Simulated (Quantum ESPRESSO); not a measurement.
# C (P6_3/mmc) in Quantum ESPRESSO: a series of runs, part 2 of 2

Quantum ESPRESSO 7.5.

**3. Single point, PBE**

Contents of pw.in:

```
&CONTROL
  calculation = 'scf'
  prefix = 'pwscf'
  outdir = './tmp'
  pseudo_dir = './pseudo'
  tprnfor = .true.
  tstress = .true.
  disk_io = 'nowf'
/
&SYSTEM
  ibrav = 0
  nat = 4
  ntyp = 1
  ecutwfc = 55
  ecutrho = 440
  nbnd = 14
  occupations = 'smearing'
  smearing = 'mp'
  degauss = 0.00734986
/
&ELECTRONS
  conv_thr = 8d-10
  electron_maxstep = 120
  mixing_beta = 0.5
/
ATOMIC_SPECIES
C     12.0110 C.pbe-n-kjpaw_psl.1.0.0.UPF
CELL_PARAMETERS angstrom
   2.4610000000    0.0000000000    0.0000000000
  -1.2305000000    2.1312900000    0.0000000000
   0.0000000000    0.0000000000    6.7080000000
ATOMIC_POSITIONS crystal
C      0.0000000000    0.0000000000    0.2500000000
C      0.0000000000    0.0000000000    0.7500000000
C      0.3333333333    0.6666666667    0.2500000000
C      0.6666666667    0.3333333333    0.7500000000
K_POINTS automatic
12 12 4 0 0 0
```

Potentials or basis: SSSP 1.3 efficiency PBE.

Run with:

```
> OMP_NUM_THREADS=1 mpirun -n 4 pw.x -nk 4 -in pw.in > pw.out
```

pw.out:

```text
This program is part of the open-source Quantum ESPRESSO suite
     for quantum simulation of materials; please cite
         "P. Giannozzi et al., J. Phys.:Condens. Matter 21 395502 (2009);
         "P. Giannozzi et al., J. Phys.:Condens. Matter 29 465901 (2017);
         "P. Giannozzi et al., J. Chem. Phys. 152 154105 (2020);
     in publications or presentations arising from this work. More details at

     file C.pbe-n-kjpaw_psl.1.0.0.UPF: wavefunction(s)  2S 2P renormalized
     Message from routine setup:
     using ibrav=0 with symmetry is DISCOURAGED, use correct ibrav instead

     K-points division:     npool     =       4
     Subspace diagonalization in iterative solution of the eigenvalue problem:
     a serial algorithm will be used

     G-vector sticks info
     --------------------
     sticks:   dense  smooth     PW     G-vecs:    dense   smooth      PW
     Sum         649     313    109                36997    12983    2325

     Using Slab Decomposition

     bravais-lattice index     =            0
     lattice parameter (alat)  =       4.6506  a.u.
     unit-cell volume          =     237.4345 (a.u.)^3
     number of atoms/cell      =            4
     number of atomic types    =            1
     number of electrons       =        16.00
     number of Kohn-Sham states=           14
     kinetic-energy cutoff     =      55.0000  Ry
     charge density cutoff     =     440.0000  Ry
     scf convergence threshold =      8.0E-10
     mixing beta               =       0.5000
     number of iterations used =            8  plain     mixing
[... 170 lines left out ...]
          k = 0.0000 0.0000 0.0000 (  1637 PWs)   bands (ev):

   -12.6490 -12.3491  -1.5025   0.4644   4.0254   4.0254   4.0437   4.0437
    11.3178  15.4256  15.4257  15.4776  15.4777  17.6011
[... 83 lines left out ...]
    -8.5068  -8.5068  -4.6924  -4.6924   0.7967   0.7967   3.8265   3.8265
     9.8181   9.8181  14.6016  14.6016  18.4191  18.4191

          k = 0.0000-0.5773 0.0000 (  1620 PWs)   bands (ev):

    -7.2933  -7.1815  -6.2433  -6.1590   0.6060   0.6609   4.2727   4.9592
     8.5651   9.2415  14.3248  14.7217  18.3373  18.4653

          k = 0.0000-0.5773 0.0917 (  1606 PWs)   bands (ev):

    -7.2745  -7.1949  -6.2360  -6.1759   0.6140   0.6529   4.3997   4.8967
     8.5597   9.0491  14.3806  14.6616  18.8648  18.8946

          k = 0.0000-0.5773-0.1834 (  1604 PWs)   bands (ev):

    -7.2320  -7.2320  -6.2108  -6.2108   0.6334   0.6334   4.6799   4.6799
     8.7083   8.7083  14.5185  14.5185  19.6422  19.6422

          k = 0.0833 0.1443 0.0000 (  1657 PWs)   bands (ev):
[... 176 lines left out ...]
    -5.5514  -5.5514  -5.5450  -5.5450  -3.5361  -3.5361   7.0425   7.0425
     7.0615   7.0615  17.2327  17.2327  20.7570  20.7570

     the Fermi energy is     7.0443 ev

!    total energy              =     -73.76998504 Ry
     total all-electron energy =      -304.826376 Ry
     estimated scf accuracy    <          1.0E-10 Ry
     smearing contrib. (-TS)   =      -0.00006963 Ry
     internal energy E=F+TS    =     -73.76991541 Ry

     The total energy is F=E-TS. E is the sum of the following terms:
     one-electron contribution =     -10.18118012 Ry
     hartree contribution      =      13.51207225 Ry
     xc contribution           =     -18.58057653 Ry
     ewald contribution        =     -33.85156406 Ry
     one-center paw contrib.   =     -24.66866694 Ry

     convergence has been achieved in   8 iterations

     Forces acting on atoms (cartesian axes, Ry/au):

     atom    1 type  1   force =     0.00000000    0.00000000    0.00000000
     atom    2 type  1   force =     0.00000000   -0.00000000    0.00000000
     atom    3 type  1   force =     0.00000000    0.00000000    0.00000000
     atom    4 type  1   force =     0.00000000   -0.00000000    0.00000000

     Total force =     0.000000     Total SCF correction =     0.000000

     Computing stress (Cartesian axis) and pressure

          total   stress  (Ry/bohr**3)                   (kbar)     P=       28.62
   0.00017911  -0.00000000   0.00000000           26.35       -0.00        0.00
   0.00000000   0.00017911  -0.00000000            0.00       26.35       -0.00
   0.00000000  -0.00000000   0.00022535            0.00       -0.00       33.15

=------------------------------------------------------------------------------=
   JOB DONE.
=------------------------------------------------------------------------------=
```

Wall time 8.4 s (4 MPI ranks of AMD EPYC 7R43 (Zen 3), shared host); peak memory 0.28 GiB.

Results:

```yaml
Free_energy: -1003.6918 eV
Pressure: 2.9 GPa
Band_gap_on_the_k_mesh: none (metal or under the smearing width)
```

Stress tensor (GPa, compression positive):
```
2.63 0.00 0.00
0.00 2.63 0.00
0.00 0.00 3.32
```

Levels at points of the mesh, in eV from the Fermi level:
```tsv
k point	band 5	band 6	band 7	band 8	band 9	band 10	band 11	band 12
(0.00, 0.00, 0.00)	-3.02	-3.02	-3.00	-3.00	4.27	8.38	8.38	8.43
(0.00, 0.00, -0.50)	-3.01	-3.01	-3.01	-3.01	6.91	6.91	8.41	8.41
(0.00, -0.50, 0.00)	-6.44	-6.38	-2.77	-2.09	1.52	2.20	7.28	7.68
(0.00, -0.50, -0.50)	-6.41	-6.41	-2.36	-2.36	1.66	1.66	7.47	7.47
```

Caveat: this functional lacks dispersion, which binds the layers, so the pressure and a relaxed spacing across them are unreliable.

**4. Single point, LDA**

Edit pw.in of step 3 so:

```diff
@@ -13,4 +13,4 @@
   ntyp = 1
-  ecutwfc = 55
-  ecutrho = 440
+  ecutwfc = 45
+  ecutrho = 360
   nbnd = 14
@@ -26,3 +26,3 @@
 ATOMIC_SPECIES
-C     12.0110 C.pbe-n-kjpaw_psl.1.0.0.UPF
+C     12.0110 c_lda_v1.2.uspp.F.UPF
 CELL_PARAMETERS angstrom
```

Potentials or basis: GBRV 1.5 LDA.

Run with:

```
> OMP_NUM_THREADS=1 mpirun -n 4 pw.x -nk 4 -in pw.in > pw.out
```

Wall time 2.7 s (4 MPI ranks of Arm Neoverse V2, shared host); peak memory 0.24 GiB.

It converged, with:

```yaml
Free_energy: -627.3754 eV
Pressure: -5.9 GPa
Band_gap_on_the_k_mesh: none (metal or under the smearing width)
```

Stress tensor (GPa, compression positive):
```
-8.60  0.00  0.00
 0.00 -8.60  0.00
 0.00  0.00 -0.51
```

Levels at points of the mesh, in eV from the Fermi level:
| k point | band 6 | band 7 | band 8 | band 9 | band 10 | band 11 |
| --- | --- | --- | --- | --- | --- | --- |
| (0.00, 0.00, 0.00) | -3.01 | -2.99 | -2.99 | 3.90 | 8.31 | 8.31 |
| (0.00, 0.00, -0.50) | -3.00 | -3.00 | -3.00 | 6.56 | 6.56 | 8.34 |
| (0.00, -0.50, 0.00) | -6.36 | -2.78 | -2.07 | 1.46 | 2.18 | 7.34 |
| (0.00, -0.50, -0.50) | -6.39 | -2.36 | -2.36 | 1.60 | 1.60 | 7.55 |

**5. The runs side by side**

```csv
level,potentials or basis,cutoff (eV),form of the LDA correlation,gap on the mesh (eV),pressure (GPa)
PBEsol,GBRV 1.5 PBEsol,612,-,none,-0.4
PBE,SSSP 1.3 efficiency PBE,748,-,none,2.9
LDA,GBRV 1.5 LDA,612,PZ81,none,-5.9
```

Alike in all rows: task single point; no spin polarisation; cell as given; k mesh 12 × 12 × 4; smearing methfessel-paxton 0.1 eV.

Caveats: this functional lacks dispersion, which binds the layers, so the pressure and a relaxed spacing across them are unreliable (some runs).

Total energies depend on the potentials used, so only differences within one code and one set of settings carry meaning.
